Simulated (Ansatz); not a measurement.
**Al: stress in a strained cell**

Al is deformed so: equal xy, yz and zx engineering shear strains of -1.5 %. What stress and forces result, by LAPW, PAW and all-electron datasets made for the crystal?

Method: DFT PBE, scalar-relativistic, in Ansatz 0.2.0.

### Step 1. The structure to begin with

Symmetry: Fm-3m, No. 225, cubic system. Conventional cell: a = 4.048 Å, b = 4.048 Å, c = 4.048 Å, α = 90.00°, β = 90.00°, γ = 90.00°. Al (site symmetry m-3m) has 12 Al at 2.86 Å as nearest neighbours.

As a file:

```
Al
1.0
     0.00000    2.02398    2.02398
     2.02398    0.00000    2.02398
     2.02398    2.02398    0.00000
Al
1
Cartesian
  0.0000 0.0000 0.0000
```

### Step 2. The deformed structure

Space group Fm-3m before, R-3m after.

### Step 3. Full-potential LAPW

File input.yaml:

```yaml
crystal:
  lattice:
    - [-0.0303597, 2.00880015, 2.00880015]
    - [2.00880015, -0.0303597, 2.00880015]
    - [2.00880015, 2.00880015, -0.0303597]
  atoms:
    - { symbol: Al, position: [0.0, 0.0, 0.0] }
kpoints:
  mp_grid: { grid: [14, 14, 14] }
scf:
  occupations: { method: fermi_dirac, width: 0.05 }
hamiltonian:
  xc: pbe
  pseudopotentials: { kind: all_electron, lapw: { basis_error: 0.001 } }
output:
  forces: true
  stress: true
  eigenvalues: true
```

Command:

```sh
> ansatz run input.yaml --threads 1 --pin off --max-ram 2048MiB --backend cpu --events-out ev --progress --plain --runs-dir out
```

### Step 4. PAW on the default files

Edit input.yaml of step 3 so:

```diff
@@ -13,3 +13,3 @@
   xc: pbe
-  pseudopotentials: { kind: all_electron, lapw: { basis_error: 0.001 } }
+  pseudopotentials: { kind: paw }
 output:
@@ -18 +18,2 @@
   eigenvalues: true
+  efg: { contact_densities: true }
```

### Step 5. All-electron PAW on datasets made for the crystal

Edit input.yaml of step 4 so:

```diff
@@ -13,3 +13,3 @@
   xc: pbe
-  pseudopotentials: { kind: paw }
+  pseudopotentials: { kind: all_electron, datasets: crystal }
 output:
```

(Steps that only read results are left out.)

What does the calculation give? Wanted: pressure; largest shear or deviatoric stress.

**Answer**, as computed:

| quantity | value |
| --- | --- |
| pressure | LAPW -0.53, PAW -0.52, crystal datasets -0.53 GPa |
| largest shear or deviatoric stress (LAPW) | 0.10 GPa |

What this shows: The largest part of the stress beyond the pressure is 0.10 GPa in size. No run of the undeformed cell stands beside it, so the pressure holds what the given cell had before the change. PAW: stress within 0.01 GPa of LAPW. Crystal datasets: stress within 0.01 GPa of LAPW.
